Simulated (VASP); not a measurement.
Input of a VASP 6.6.1 run:

Contents of INCAR:

```
ALGO = Normal
EDIFF = 1E-7
EDIFFG = -0.01
ENCUT = 600
GGA = PE
IBRION = 2
ISIF = 2
ISMEAR = 0
LASPH = True
LCHARG = False
LREAL = False
LWAVE = False
NELM = 80
NSW = 40
PREC = Accurate
SIGMA = 0.03
```

The input KPOINTS:

```
k-points
0
Gamma
  8 8 8
```

File POSCAR:

```
KCl                                     
1.0
    0.0000000000      3.1722168750      3.1722168750
    3.1722168750      0.0000000000      3.1722168750
    3.1722168750      3.1722168750      0.0000000000
  K               Cl            
     1     1
Direct
     0.0000000000000000    0.0000000000000000    0.0000000000000000
     0.5000000000000000    0.5000000000000000    0.5000000000000000
```

Potentials or basis: VASP PAW PBE potentials, release 64 (K_sv, Cl).

Run with:

```sh
$ cat potpaw_PBE.64/K_sv/POTCAR potpaw_PBE.64/Cl/POTCAR > POTCAR
$ mpirun -np 1 vasp_std > vasp.out
```

Problem. Predict the band gap on the k mesh.

Solution. 5.10 eV, direct.

Final structure:
```
K Cl
1.0
     0.00000    3.17222    3.17222
     3.17222    0.00000    3.17222
     3.17222    3.17222    0.00000
K Cl
1 1
Direct
  0.00000 0.00000 0.00000
  0.50000 0.50000 0.50000
```

Caveat: the relaxation stopped at its first step, so nothing moved. A k mesh can miss the band edges.
